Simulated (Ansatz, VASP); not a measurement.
# Co (free-standing square Co monolayer, spacing 2.5 A) in two plane-wave programs

Aim: how closely do two programs agree when they are given the same cell, functional and k mesh?

Method: plane waves, with VASP 6.6.1 beside it; single point at PBE, in Ansatz 0.2.0.

## (1) Set-up

The cell holds 4 atoms: 4 Co. Cell: a = 5.000 Å, b = 5.000 Å, c = 14.000 Å, α = 90.0°, β = 90.0°, γ = 90.0°. It derives from Co (free-standing square Co monolayer, spacing 2.5 A), repeated 2×2×1. As first built, before any earlier steps moved the atoms: model lattice. Vacuum lies along c.

## (2) VASP: single point, PBE

With cell and atoms fixed, the geometry can't cause a difference; cores, projectors, grids and the points listed under the comparison can.

Lines of VASP's logs that name or quote its potential files are left out, and so is its time.

File INCAR:

```
SYSTEM = Co
PREC = Normal
ENCUT = 350
EDIFF = 1E-06
NELM = 150
ISMEAR = 1
SIGMA = 0.05
LREAL = .FALSE.
ALGO = Normal
GGA = PE
NBANDS = 32
ISPIN = 2
MAGMOM = 2 2 -2 -2
LMAXMIX = 4
LORBIT = 11
LWAVE = .FALSE.
LCHARG = .FALSE.
KPAR = 2
AMIX = 0.2
BMIX = 1E-04
AMIX_MAG = 0.8
BMIX_MAG = 1E-04
```

File POSCAR:

```
Co
1.0
    5.0000000000      0.0000000000      0.0000000000
    0.0000000000      5.0000000000      0.0000000000
    0.0000000000      0.0000000000     14.0000000000
Co
4
Direct
    0.0000000000      0.0000000000      0.5000000000
    0.0000000000      0.5000000000      0.5000000000
    0.5000000000      0.0000000000      0.5000000000
    0.5000000000      0.5000000000      0.5000000000
```

File KPOINTS:

```
Automatic mesh
0
Gamma
5 5 1
0 0 0
```

PAW data sets: Co (PBE family, release 64).

The run is started by

```
$ mpirun -np 2 vasp_std
```

Numbers of over 12 decimals in the logs are rounded to 6 here.

Output:

```text
[banner, memory and clock lines left out]
running    2 mpi-ranks, on    1 nodes
 distrk:  each k-point on    1 cores,    2 groups
 distr:  one band on    1 cores,    1 groups

 POSCAR found type information on POSCAR Co
 POSCAR found :  1 types and       4 ions
 LDA part: xc-table for (Slater+PW92), standard interpolation
 POSCAR, INCAR and KPOINTS ok, starting setup
 FFT: planning ... GRIDC
 FFT: planning ... GRID_SOFT
 FFT: planning ... GRID
 WAVECAR not read
 entering main loop
       N       E                     dE             d eps       ncg     rms          rms(c)
DAV:   1     0.165226307614E+03    0.16523E+03   -0.10058E+04  1152   0.650E+02
DAV:   2    -0.145982006709E+02   -0.17982E+03   -0.16618E+03  1176   0.202E+02
DAV:   3    -0.212617246989E+02   -0.66635E+01   -0.64933E+01  1408   0.482E+01
DAV:   4    -0.213561647493E+02   -0.94440E-01   -0.94374E-01  1376   0.662E+00
DAV:   5    -0.213584465466E+02   -0.22818E-02   -0.22817E-02  1760   0.662E-01    0.159E+01
DAV:   6    -0.191637633632E+02    0.21947E+01   -0.16290E+01  1312   0.408E+01    0.807E+00
DAV:   7    -0.189660729303E+02    0.19769E+00   -0.92503E-01  1312   0.102E+01    0.403E+00
DAV:   8    -0.189180005614E+02    0.48072E-01   -0.20218E-01  1240   0.231E+00    0.284E+00
DAV:   9    -0.188969320949E+02    0.21068E-01   -0.19539E-01  1168   0.293E+00    0.228E+00
DAV:  10    -0.189085349327E+02   -0.11603E-01   -0.38988E-02  1168   0.121E+00    0.209E+00
DAV:  11    -0.189259297698E+02   -0.17395E-01   -0.19725E-02  1568   0.865E-01    0.198E+00
DAV:  12    -0.189242037770E+02    0.17260E-02   -0.86306E-02  1360   0.296E+00    0.117E+00
DAV:  13    -0.189534253570E+02   -0.29222E-01   -0.26846E-02  1184   0.125E+00    0.617E-01
DAV:  14    -0.189622093838E+02   -0.87840E-02   -0.47698E-03  1232   0.632E-01    0.304E-01
DAV:  15    -0.189636459296E+02   -0.14365E-02   -0.27964E-03  1320   0.411E-01    0.138E-01
DAV:  16    -0.189642643932E+02   -0.61846E-03   -0.83932E-04  1336   0.225E-01    0.646E-02
DAV:  17    -0.189642914512E+02   -0.27058E-04   -0.98673E-05  1312   0.821E-02    0.495E-02
DAV:  18    -0.189643357540E+02   -0.44303E-04   -0.32034E-05  1264   0.742E-02    0.224E-02
DAV:  19    -0.189643387085E+02   -0.29545E-05   -0.14197E-05  1216   0.323E-02    0.126E-02
DAV:  20    -0.189643421327E+02   -0.34243E-05   -0.92016E-07   864   0.991E-03    0.583E-03
DAV:  21    -0.189643471727E+02   -0.50400E-05   -0.11925E-06   856   0.935E-03    0.207E-03
DAV:  22    -0.189643465405E+02    0.63228E-06   -0.51529E-07   824   0.544E-03
   1 F= -.18964347E+02 E0= -.18964762E+02  d E =0.124568E-02  mag=     0.0000
```

Parts of OUTCAR (step 2):

```text
ion  position               nearest neighbor table
   1  0.000  0.000  0.500-   2 2.50   3 2.50   2 2.50   3 2.50
   2  0.000  0.500  0.500-   1 2.50   4 2.50   1 2.50   4 2.50
   3  0.500  0.000  0.500-   1 2.50   4 2.50   4 2.50   1 2.50
   4  0.500  0.500  0.500-   2 2.50   3 2.50   3 2.50   2 2.50

  LATTYP: Found a simple tetragonal cell.
 ALAT       =     5.0000000000
 C/A-ratio  =     2.8000000000

 Subroutine GETGRP returns: Found 16 space group operations
 (whereof 16 operations were pure point group operations)

The static configuration has the point symmetry D_4h.

 Found      9 irreducible k-points:

   k-points           NKPTS =      9   k-points in BZ     NKDIM =      9   number of bands    NBANDS=     32

   dimension x,y,z NGX =    24 NGY =   24 NGZ =   64
   dimension x,y,z NGXF=    48 NGYF=   48 NGZF=  128

   ENCUT  =  350.0 eV  25.72 Ry    5.07 a.u.   7.63  7.63 21.36*2*pi/ulx,y,z

   NELECT =      36.0000    total number of electrons

 k-points in reciprocal lattice and weights: Automatic mesh
   0.00000000  0.00000000  0.00000000       0.040
   0.20000000  0.00000000  0.00000000       0.080
   0.00000000  0.20000000  0.00000000       0.080
   0.40000000  0.00000000  0.00000000       0.080
   0.00000000  0.40000000  0.00000000       0.080
   0.20000000  0.20000000  0.00000000       0.160
   0.40000000  0.20000000  0.00000000       0.160
  -0.20000000  0.40000000  0.00000000       0.160
   0.40000000  0.40000000  0.00000000       0.160

 average (electrostatic) potential at core
       1 -90.8188       2 -90.8188       3 -90.8188       4 -90.8188

 E-fermi :  -2.3820

 spin component 1
 k-point     1 :       0.0000    0.0000    0.0000
  band No.  band energies     occupation
    ...
     12      -3.7479      1.00000
     13      -3.4408      1.00000
     14      -2.7885      1.00000
     15      -2.5879      1.00000
     16      -2.3919      0.66303
     17      -2.2886     -0.01191
     18      -1.8832     -0.00000
     19      -1.8079     -0.00000
     20      -1.7366     -0.00000
     21      -1.6154     -0.00000
    ...

 k-point     2 :       0.2000    0.0000    0.0000
  band No.  band energies     occupation
    ...
     13      -3.4551      1.00000
     14      -3.1654      1.00000
     15      -2.9208      1.00000
     16      -2.5043      1.00148
     17      -2.4483      1.03409
     18      -2.2802     -0.00708
     19      -1.8974     -0.00000
     20      -1.8840     -0.00000
     21      -1.7368     -0.00000
     22      -1.5748     -0.00000
    ...

 k-point     3 :       0.0000    0.2000    0.0000
  band No.  band energies     occupation
    ...
     13      -3.3387      1.00000
     14      -2.7102      1.00000
     15      -2.6439      1.00000
     16      -2.5704      1.00000
     17      -2.4120      0.91982
     18      -2.2360     -0.00014
     19      -2.2358     -0.00014
     20      -1.8741     -0.00000
     21      -1.8325     -0.00000
     22      -1.7150     -0.00000
    ...

 k-point     4 :       0.4000    0.0000    0.0000
  band No.  band energies     occupation
    ...
     14      -3.5694      1.00000
     15      -3.4786      1.00000
     16      -3.2880      1.00000
     17      -2.7010      1.00000
     18      -2.5281      1.00014
     19      -2.3387     -0.00509
     20      -1.8853     -0.00000
     21      -1.7382     -0.00000
     22      -1.6264     -0.00000
     23      -0.3288      0.00000
    ...

 k-point     5 :       0.0000    0.4000    0.0000
  band No.  band energies     occupation
    ...
     15      -2.6513      1.00000
     16      -2.5876      1.00000
     17      -2.5236      1.00023
     18      -2.4962      1.00289
     19      -2.4632      1.02195
     20      -2.2009     -0.00000
     21      -2.0960     -0.00000
     22      -1.9182     -0.00000
     23      -0.3344      0.00000
     24       0.5323      0.00000
    ...

 k-point     6 :       0.2000    0.2000    0.0000
  band No.  band energies     occupation
    ...
     12      -3.9454      1.00000
     13      -3.3473      1.00000
     14      -3.2359      1.00000
     15      -2.8542      1.00000
     16      -2.5312      1.00010
     17      -2.3294     -0.02975
     18      -2.2613     -0.00168
     19      -2.2345     -0.00012
     20      -2.1514     -0.00000
     21      -1.8129     -0.00000
    ...

  Total       -6.5997273    -10.4231276     -0.1282400      0.0000000      0.0000000      0.0000000
  in kB      -30.2112383    -47.7134250     -0.5870378      0.0000000      0.0000000      0.0000000
  external PRESSURE =     -26.1705671 kB  Pullay stress =       0.0000000 kB

  energy-cutoff  :      350.00
  volume of cell :      350.00
      direct lattice vectors                 reciprocal lattice vectors
     5.000000000  0.000000000  0.000000000     0.200000000  0.000000000  0.000000000
     0.000000000  5.000000000  0.000000000     0.000000000  0.200000000  0.000000000
     0.000000000  0.000000000 14.000000000     0.000000000  0.000000000  0.071428571

 POSITION                                       TOTAL-FORCE (eV/Angst)
 -----------------------------------------------------------------------------------
      0.00000      0.00000      7.00000         0.000000     -0.000000      0.000000
      0.00000      2.50000      7.00000        -0.000000      0.000000      0.000000
      2.50000      0.00000      7.00000        -0.000000     -0.000000     -0.000000
      2.50000      2.50000      7.00000         0.000000      0.000000      0.000000
 -----------------------------------------------------------------------------------
    total drift:                                0.000000      0.000000     -0.000000

  FREE ENERGIE OF THE ION-ELECTRON SYSTEM (eV)
  ---------------------------------------------------
  free  energy   TOTEN  =       -18.9643465405 eV

  energy  without entropy=      -18.9655922235  energy(sigma->0) =      -18.96476177

 total charge
# of ion       s       p       d       tot
------------------------------------------
    1        0.442   0.206   7.165   7.813
    2        0.442   0.206   7.165   7.813
    3        0.442   0.206   7.165   7.813
    4        0.442   0.206   7.165   7.813
--------------------------------------------------
tot          1.768   0.824  28.661  31.253

 magnetization (x)
# of ion       s       p       d       tot
------------------------------------------
    1        0.027   0.015   1.848   1.890
    2        0.027   0.015   1.848   1.890
    3       -0.027  -0.015  -1.848  -1.890
    4       -0.027  -0.015  -1.848  -1.890
--------------------------------------------------
tot         -0.000   0.000   0.000   0.000

[... 1 further part left out ...]
```

(Continued in part 2 of 2.)

[Lines on the potential files, build, host, timing and source positions are cut from VASP's logs without a mark.]

[Logs are printed without paths, hosts, clocks, repeated set-up lines and the standing remarks that a program may print on its own settings, such as how far it seeks lower states.]

[Hosts, paths, dates, database ids (printed as entryN), source tags and the programs' standing remarks are cut or masked in the printed files.]
